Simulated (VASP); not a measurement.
# Bi (R-3m) in VASP: further runs

Runs on Bi. Level: PBEsol. Tasks: relaxation of cell and atoms.

All numbers are computed with VASP 6.6.1; they aren't measurements. Logs are shortened: lines on timing, memory, paths and dates and some standing lists are left out, and cuts for length are marked.

## 1. Starting point

It takes space group R-3m (No. 166, trigonal). The conventional cell has a = 4.535 Å, b = 4.535 Å, c = 11.814 Å, α = 90.00°, β = 90.00°, γ = 120.00°. Bi (site symmetry 3m) has 6 Bi at 3.06 to 3.52 Å as nearest neighbours.

## 2. Relaxation of cell and atoms, PBEsol

INCAR

```
PREC = Accurate
ENCUT = 600
EDIFF = 1E-6
ISMEAR = 1
SIGMA = 0.1
LREAL = False
LASPH = True
NELM = 80
ALGO = Normal
ISIF = 3
LWAVE = False
LCHARG = False
GGA = PS
IBRION = 2
NSW = 90
EDIFFG = -0.01
```

KPOINTS

```
Automatic mesh
0
Gamma
  10 10 10
```

POSCAR

```
Bi
1.0
    2.2675000000      1.3091417354      3.9380000000
   -2.2675000000      1.3091417354      3.9380000000
    0.0000000000     -2.6182834708      3.9380000000
Bi
2
Direct
    0.2340000000      0.2340000000      0.2340000000
    0.7660000000      0.7660000000      0.7660000000
```

Potentials or basis: VASP PAW PBE potentials, release 64 (Bi_d).

Launch:

```sh
$ cat potpaw_PBE.64/Bi_d/POTCAR > POTCAR
$ mpirun -np 1 vasp_std > vasp.out
```

OUTCAR:

```text
PREC = Accurate
   ENCUT = 600
   EDIFF = 1E-6
   ISMEAR = 1
   LREAL = False
   LASPH = True
   NELM = 80
   ISIF = 3
   GGA = PS
   IBRION = 2
   NSW = 90
   EDIFFG = -0.01

 ion  position               nearest neighbor table
   1  0.234  0.234  0.234-   2 3.06   2 3.06   2 3.06   2 3.52   2 3.52   2 3.52
   2  0.766  0.766  0.766-   1 3.06   1 3.06   1 3.06   1 3.52   1 3.52   1 3.52

  LATTYP: Found a trigonal (rhomboedric) cell.
 ALAT       =     4.7289800521
 COS(alpha) =     0.5401781303

  Lattice vectors:

 A1 = (   2.2675000000,   1.3091417354,   3.9380000000)
 A2 = (  -2.2675000000,   1.3091417354,   3.9380000000)
 A3 = (   0.0000000000,  -2.6182834708,   3.9380000000)

Analysis of symmetry for initial positions (statically):
=====================================================================
 Subroutine PRICEL returns:
 Original cell was already a primitive cell.

 Routine SETGRP: Setting up the symmetry group for a
 trigonal (rhombohedral) supercell.

 Subroutine GETGRP returns: Found 12 space group operations
 (whereof 12 operations were pure point group operations)
 out of a pool of 12 trial point group operations.

The static configuration has the point symmetry D_3d.

Analysis of symmetry for dynamics (positions and initial velocities):
=====================================================================
 Subroutine PRICEL returns:
 Original cell was already a primitive cell.

 Routine SETGRP: Setting up the symmetry group for a
 trigonal (rhombohedral) supercell.

 Subroutine GETGRP returns: Found 12 space group operations
 (whereof 12 operations were pure point group operations)
 out of a pool of 12 trial point group operations.

The dynamic configuration has the point symmetry D_3d.

 Subroutine INISYM returns: Found 12 space group operations
 (whereof 12 operations are pure point group operations),
 and found     1 'primitive' translations

----------------------------------------------------------------------------------------

                                     Primitive cell

  volume of cell :      70.1392

  direct lattice vectors                    reciprocal lattice vectors
     2.267500000  1.309141735  3.938000000     0.220507166  0.127309872  0.084645336
    -2.267500000  1.309141735  3.938000000    -0.220507166  0.127309872  0.084645336
     0.000000000 -2.618283471  3.938000000     0.000000000 -0.254619744  0.084645336

  length of vectors
     4.728980052  4.728980052  4.728980052     0.268320791  0.268320791  0.268320791

  position of ions in fractional coordinates (direct lattice)
     0.234000000  0.234000000  0.234000000
     0.766000000  0.766000000  0.766000000

  ion indices of the primitive-cell ions
   primitive index   ion index
                 1           1
                 2           2

----------------------------------------------------------------------------------------

 KPOINTS: Automatic mesh

Automatic generation of k-mesh.
 Grid dimensions read from file:
 generate k-points for:   10   10   10

 Generating k-lattice:

  Cartesian coordinates                     Fractional coordinates (reciprocal lattice)
     0.022050717  0.012730987  0.008464534     0.100000000 -0.000000000  0.000000000
    -0.022050717  0.012730987  0.008464534    -0.000000000  0.100000000  0.000000000
     0.000000000 -0.025461974  0.008464534     0.000000000  0.000000000  0.100000000

  Length of vectors
     0.026832079  0.026832079  0.026832079

  Shift w.r.t. Gamma in fractional coordinates (k-lattice)
     0.000000000  0.000000000  0.000000000

 Subroutine IBZKPT returns following result:
 ===========================================

 Found    116 irreducible k-points:

 Following reciprocal coordinates:
            Coordinates               Weight
  0.000000  0.000000  0.000000      1.000000
  0.100000  0.000000  0.000000      6.000000
  0.200000  0.000000  0.000000      6.000000
  0.300000  0.000000 -0.000000      6.000000
  0.400000 -0.000000 -0.000000      6.000000
  0.500000  0.000000  0.000000      3.000000
[... 16 lines left out ...]
  0.300000  0.300000  0.000000      6.000000
  0.400000  0.300000 -0.000000     12.000000
 [... further k-points ...]
   k-points           NKPTS =    116   k-points in BZ     NKDIM =    116   number of bands    NBANDS=     19
   number of dos      NEDOS =    301   number of ions     NIONS =      2
   total plane-waves  NPLWV =  64000
   dimension x,y,z NGX =    40 NGY =   40 NGZ =   40
   dimension x,y,z NGXF=    80 NGYF=   80 NGZF=   80
   ions per type =               2
   NGX,Y,Z   is equivalent  to a cutoff of  14.06, 14.06, 14.06 a.u.
   NGXF,Y,Z  is equivalent  to a cutoff of  28.12, 28.12, 28.12 a.u.
 SYSTEM =  unknown system
   PREC   = accura    normal or accurate (medium, high low for compatibility)
   ISTART =      0    job   : 0-new  1-cont  2-samecut
   ICHARG =      2    charge: 1-file 2-atom 10-const
   ISPIN  =      1    spin polarized calculation?
   LNONCOLLINEAR =      F non collinear calculations
   LSORBIT =      F    spin-orbit coupling
   LASPH  =      T    aspherical Exc in radial PAW
   ENCUT  =  600.0 eV  44.10 Ry    6.64 a.u.   9.44  9.44  9.44*2*pi/ulx,y,z
   NELM   =     80;   NELMIN=  2; NELMDL= -5     # of ELM steps
   EDIFF  = 0.1E-05   stopping-criterion for ELM
   LREAL  =      F    real-space projection
   EDIFFG = -.1E-01   stopping-criterion for IOM
   NSW    =     90    number of steps for IOM
   IBRION =      2    ionic relax: 0-MD 1-quasi-New 2-CG
   NFREE  =      1    steps in history (QN), initial steepest desc. (CG)
   ISIF   =      3    stress and relaxation
   ISYM   =      2    0-nonsym 1-usesym 2-fastsym
   POTIM  = 0.5000    time-step for ionic-motion
   TEBEG  =    0.0;   TEEND  =   0.0 temperature during run
   PSTRESS=    0.0 pullay stress
   NELECT =      30.0000    total number of electrons
   NUPDOWN=      -1.0000    fix difference up-down
   EMIN   =  10.00;   EMAX   =-10.00  energy-range for DOS
   EFERMI =   0.00;   METHOD = LEGACY
   ISMEAR =     1;   SIGMA  =   0.10  broadening in eV -4-tet -1-fermi 0-gaus
   EFERMI_NEDOS =   21; number of points for ismear=-14 and -15
   IALGO  =     38    algorithm
   IMIX   =      4    mixing-type and parameters
     AMIX     =   0.40;   BMIX     =  1.00
     AMIX_MAG =   1.60;   BMIX_MAG =  1.00
  volume/ion in A,a.u.               =      35.07       236.66
  Fermi-wavevector in a.u.,A,eV,Ry     =   1.233469  2.330919 20.700530  1.521446
  Thomas-Fermi vector in A             =   2.368198
   LORBIT       =      0    0 simple, 1 ext, 2 COOP (PROOUT), +10 PAW based schemes
   GGA     = PS    functional components
   LHFCALC =     F    Hartree Fock is set to
   AEXX    =    0.0000 exact exchange contribution
   IVDW    =     0    specifies the selected vdW correction
   LEPSILON=     F    determine dielectric tensor
   LRPA    =     F    only Hartree local field effects (RPA)
 conjugate gradient relaxation of ions
 non-spin polarized calculation
 Methfessel and Paxton  Order N= 1 SIGMA  =   0.10
  energy-cutoff  :      600.00
  volume of cell :       70.14
 maximum number of plane-waves:      2364
 NGX is ok and might be reduce to    40
   NGX = 19   NGY = 19   NGZ = 19

--------------------------------------- Ionic step        1  -------------------------------------------

 number of electron      30.0000001 magnetization

 Free energy of the ion-electron system (eV)
  ---------------------------------------------------
  ext. energy  EPLUGINS =         0.00000000
  ---------------------------------------------------
  free energy    TOTEN  =        -8.60398992 eV

  energy without entropy =       -8.60434377  energy(sigma->0) =       -8.60410787

------------------------ aborting loop because EDIFF is reached ----------------------------------------

  FORCE on cell =-STRESS in cart. coord.  units (eV):
  Direction    XX          YY          ZZ          XY          YZ          ZX
  --------------------------------------------------------------------------------------
  -------------------------------------------------------------------------------------
  Total       -0.1241912     -0.1241912     -0.1155261      0.0000000     -0.0000000      0.0000000
  in kB       -2.8368773     -2.8368773     -2.6389409      0.0000000     -0.0000000      0.0000000
  external PRESSURE =      -2.7708985 kB  Pullay stress =       0.0000000 kB
[... 89 lines left out ...]
  FREE ENERGIE OF THE ION-ELECTRON SYSTEM (eV)
  ---------------------------------------------------
  free  energy   TOTEN  =        -8.6075693962 eV

  energy  without entropy=       -8.6079106832  energy(sigma->0) =       -8.60768316

[... ionic steps 4 to 15 ...]

--------------------------------------- Ionic step       16  -------------------------------------------

 number of electron      30.0000002 magnetization

------------------------ aborting loop because EDIFF is reached ----------------------------------------

  FORCE on cell =-STRESS in cart. coord.  units (eV):
  Direction    XX          YY          ZZ          XY          YZ          ZX
  --------------------------------------------------------------------------------------
  -------------------------------------------------------------------------------------
  Total        0.0086542      0.0086542     -0.0089779      0.0000000      0.0000000      0.0000000
  in kB        0.2016624      0.2016624     -0.2092050      0.0000000      0.0000000      0.0000000
  external PRESSURE =       0.0647066 kB  Pullay stress =       0.0000000 kB
[... 57 lines left out ...]
  energy  without entropy=       -8.6099578105  energy(sigma->0) =       -8.60980990

--------------------------------------- Ionic step       18  -------------------------------------------

 number of electron      30.0000002 magnetization

 Free energy of the ion-electron system (eV)
  ---------------------------------------------------
  ext. energy  EPLUGINS =         0.00000000
  ---------------------------------------------------
  free energy    TOTEN  =        -8.60976315 eV

  energy without entropy =       -8.60998909  energy(sigma->0) =       -8.60983846

 E-fermi :   6.3468     XC(G=0):  -9.8141

 val. band max:        6.3367787158   @ k =  -0.4000   0.5000   0.4000
 cond. band min:       6.4575656268   @ k =   0.4000   0.1000   0.1000
 fundamental gap:      0.1207869110
 Fermi energy:         6.3467578117

 k-point     1 :       0.0000    0.0000    0.0000
  band No.  band energies     occupation
      1     -16.4626      2.00000
      2     -16.4626      2.00000
      3     -16.3049      2.00000
      4     -16.3049      2.00000
      5     -16.2943      2.00000
      6     -16.1128      2.00000
[... 11 lines left out ...]
     18       9.4670      0.00000
     19      11.9251      0.00000
[... 489 lines left out ...]
      3     -16.2997      2.00000
      4     -16.2319      2.00000
      5     -16.2179      2.00000
      6     -16.1830      2.00000
[... 11 lines left out ...]
     18      10.6681      0.00000
     19      11.1103      0.00000

 [... further k-points ...]

------------------------ aborting loop because EDIFF is reached ----------------------------------------

  FORCE on cell =-STRESS in cart. coord.  units (eV):
  Direction    XX          YY          ZZ          XY          YZ          ZX
  --------------------------------------------------------------------------------------
  -------------------------------------------------------------------------------------
  Total        0.0017128      0.0017128     -0.0092026      0.0000000     -0.0000000      0.0000000
  in kB        0.0398838      0.0398838     -0.2142883      0.0000000     -0.0000000      0.0000000
  external PRESSURE =      -0.0448402 kB  Pullay stress =       0.0000000 kB
[... 17 lines left out ...]
  FREE ENERGIE OF THE ION-ELECTRON SYSTEM (eV)
  ---------------------------------------------------
  free  energy   TOTEN  =        -8.6097631453 eV

  energy  without entropy=       -8.6099890860  energy(sigma->0) =       -8.60983846

 reached required accuracy - stopping structural energy minimisation
```

Run time: 8.4 min. Hardware: 1 thread of Intel Xeon 6975P-C (Granite Rapids), shared host; peak memory 0.35 GiB.

What came out:

* Free energy: -8.6098 eV
* Relaxed volume: 34.40 Å³/atom
* Relaxed cell: a = 4.675 Å, b = 4.675 Å, c = 4.675 Å, α = 57.93°, β = 57.93°, γ = 57.93°
* Space group after relaxing (to 0.05 Å): R-3m (No. 166)
* Energy gained by relaxing: 2.9 meV/atom
* Ionic steps: 18
* Pressure after relaxing: 0.0 GPa
* Largest force after relaxing: 0.007 eV/Å
* Band gap on the k mesh: none (metal or under the smearing width)

Forces in eV/Å, atoms in the order of the input:
```
Bi   0.000  0.000 -0.007
Bi   0.000  0.000  0.007
```

Step by step:
```csv
step,energy change (eV),largest force (eV/Å),pressure (GPa),volume (Å³)
1,0.0000,0.1492,-0.28,70.14
2,-0.0025,0.1269,0.01,69.53
3,-0.0036,0.1035,0.34,68.88
4,-0.0050,0.0300,0.05,69.05
5,-0.0052,0.0077,-0.11,69.14
6,-0.0052,0.0013,-0.11,69.13
7,-0.0055,0.0061,-0.05,68.98
8,-0.0057,0.0100,0.05,68.74
9,-0.0057,0.0106,0.05,68.70
10,-0.0057,0.0125,0.07,68.64
11,-0.0057,0.0084,0.09,68.67
12,-0.0057,0.0082,0.09,68.69
13,-0.0057,0.0184,-0.06,68.81
14,-0.0057,0.0127,-0.04,68.77
15,-0.0057,0.0132,-0.02,68.76
16,-0.0057,0.0121,0.01,68.76
17,-0.0057,0.0168,0.02,68.76
18,-0.0058,0.0066,0.00,68.81
```

Final structure:
```yaml
crystal:
  lattice:
    - [2.26388, 1.30705, 3.87548]
    - [-2.26388, 1.30705, 3.87548]
    - [0.00000, -2.61410, 3.87548]
  atoms:
    - { symbol: Bi, position: [0.23677, 0.23677, 0.23677] }
    - { symbol: Bi, position: [0.76323, 0.76323, 0.76323] }
```

Caveat: the PAW data sets were made with another functional, which shifts forces and pressure a little; spin-orbit coupling is left out, which moves the levels of the heavy elements.

## 3. Relaxation of cell and atoms, PBEsol

This run uses another cell than the first one, of 34.40 Å³/atom, 0.981 times its volume.

Edit INCAR of step 2 so:

```diff
@@ -2,3 +2,3 @@
 ENCUT = 600
-EDIFF = 1E-6
+EDIFF = 1E-7
 ISMEAR = 1
@@ -15,2 +15,2 @@
 NSW = 90
-EDIFFG = -0.01
+EDIFFG = -0.005
```

KPOINTS is that of step 2.

POSCAR

```
Bi                                      
1.0
    2.2638750612      1.3070488760      3.8754840212
   -2.2638750612      1.3070488760      3.8754840212
    0.0000000000     -2.6140977520      3.8754840212
  Bi            
     2
Direct
     0.2367738491047429    0.2367738491047429    0.2367738491047429
     0.7632261508952571    0.7632261508952571    0.7632261508952571
```

Potentials or basis: VASP PAW PBE potentials, release 64 (Bi_d).

Launch:

```sh
$ cat potpaw_PBE.64/Bi_d/POTCAR > POTCAR
$ mpirun -np 1 vasp_std > vasp.out
```

Wall time 96 s (1 thread of Intel Xeon 6975P-C (Granite Rapids), shared host); peak memory 0.34 GiB.

The run converged. Its results:

```yaml
Free_energy: -8.6096 eV
Relaxed_volume: 34.38 Å³/atom
Relaxed_cell: a = 4.673 Å, b = 4.673 Å, c = 4.673 Å, α = 57.94°, β = 57.94°, γ = 57.94°
Space_group_after_relaxing_to_0.05_Å: R-3m (No. 166)
Energy_gained_by_relaxing: 0.0 meV/atom
Ionic_steps: 2
Pressure_after_relaxing: 0.0 GPa
Band_gap_on_the_k_mesh: none (metal or under the smearing width)
```

Final structure:
```
CELL_PARAMETERS angstrom
2.26344 1.30680 3.87410
-2.26344 1.30680 3.87410
0.00000 -2.61360 3.87410
ATOMIC_POSITIONS crystal
Bi 0.23674 0.23674 0.23674
Bi 0.76326 0.76326 0.76326
```

Levels at points of the mesh, in eV from the Fermi level:
| k point | band 11 | band 12 | band 13 | band 14 | band 15 | band 16 | band 17 | band 18 | band 19 |
| --- | --- | --- | --- | --- | --- | --- | --- | --- | --- |
| (0.00, 0.00, 0.00) | -13.14 | -7.34 | -1.43 | -1.18 | -1.18 | 2.80 | 3.12 | 3.12 | 5.58 |
| (0.50, 0.00, 0.00) | -11.12 | -10.58 | -1.08 | -0.96 | -0.22 | -0.19 | 0.46 | 0.87 | 7.75 |
| (0.50, 0.50, 0.00) | -11.24 | -9.36 | -4.81 | -3.06 | -2.94 | 2.47 | 5.13 | 5.47 | 7.06 |
| (0.50, 0.50, 0.50) | -11.71 | -10.08 | -0.80 | -0.48 | -0.48 | 0.59 | 0.59 | 0.63 | 7.30 |

Caveat: the PAW data sets were made with another functional, which shifts forces and pressure a little; spin-orbit coupling is left out, which moves the levels of the heavy elements.
